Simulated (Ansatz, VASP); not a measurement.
**Two plane-wave programs on Ag**

```
CELL_PARAMETERS angstrom
2.93459 0.00000 0.00000
-1.46730 2.54143 0.00000
0.00000 0.00000 4.79791
ATOMIC_POSITIONS crystal
Ag 0.33333 0.66667 0.25000
Ag 0.66667 0.33333 0.75000
```

Alike in both runs: functional PBE; k mesh 18 × 18 × 10; occupations gaussian, width 0.1 eV; no spin polarisation.

Ansatz relaxed the structure, and its values are those at the end. VASP's run is a single point on that final structure, the one shown.

```csv
,VASP,Ansatz
version,VASP 6.6.1,Ansatz 0.2.0
potentials or method,"VASP PAW PBE potentials, release 64 (Ag)","scalar-relativistic, plane waves, PAW"
plane-wave cutoff (eV),520,420
valence electrons in the cell,22,38
```

```csv
,VASP,Ansatz,Ansatz less VASP
gap on the k mesh at the Fermi level (eV),none,none,-
pressure (GPa),-0.1,0.0,+0.11
```

A gap of «none» marks a metal or a gap that the smearing closes. The two sets of potentials don't hold the same shells in valence.
